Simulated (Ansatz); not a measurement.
Ge:

```
Ge
1.0
    -1.60842    1.60842    1.87318
     1.60842   -1.60842    1.87318
     1.60842    1.60842   -1.87318
Ge
1
Direct
  0.50000 0.50000 0.00000
```

The cell was built by a generator and needn't be a form met in nature.

- Program: Ansatz 0.2.0
- Task: relaxation of cell and atoms
- Functional: PBE
- Dispersion: D4
- Potentials or basis: Ansatz PAW
- Cutoff: 420 eV (not typed: the program's choice for these potentials)
- k mesh: 12 × 12 × 12
- Occupations: fermi-dirac, width 0.05 eV
- Spin: no spin polarisation

At the start: volume 19.38 Å³/atom.

**Question.** Where does the relaxation end?

**Answer.** It ends after 8 steps and the volume is 18.64 Å³/atom (-3.9 %); space group I4/mmm (No. 139, to 0.05 Å).

Step by step:
| step | energy change (eV) | largest force (eV/Å) | volume (Å³) |
| --- | --- | --- | --- |
| 1 | 0.0000 | 0.0000 | 19.38 |
| 2 | -0.0053 | 0.0000 | 18.53 |
| 3 | -0.0056 | 0.0000 | 18.69 |
| 4 | -0.0058 | 0.0000 | 18.73 |
| 5 | -0.0062 | 0.0000 | 18.74 |
| 6 | -0.0078 | 0.0000 | 18.72 |
| 7 | -0.0079 | 0.0000 | 18.64 |
| 8 | -0.0077 | 0.0000 | 18.64 |

Final structure:
```xyz
1
Lattice="-1.5557 1.5557 1.9250 1.5557 -1.5557 1.9250 1.5557 1.5557 -1.9250" Properties=species:S:1:pos:R:3 pbc="T T T"
Ge    0.0000    0.0000    1.9250
```

Caveat: the plane-wave basis is chosen anew once the cell has moved, so the energies of steps on either side of that aren't comparable; pairwise dispersion overbinds metals, which lowers pressure and volume.
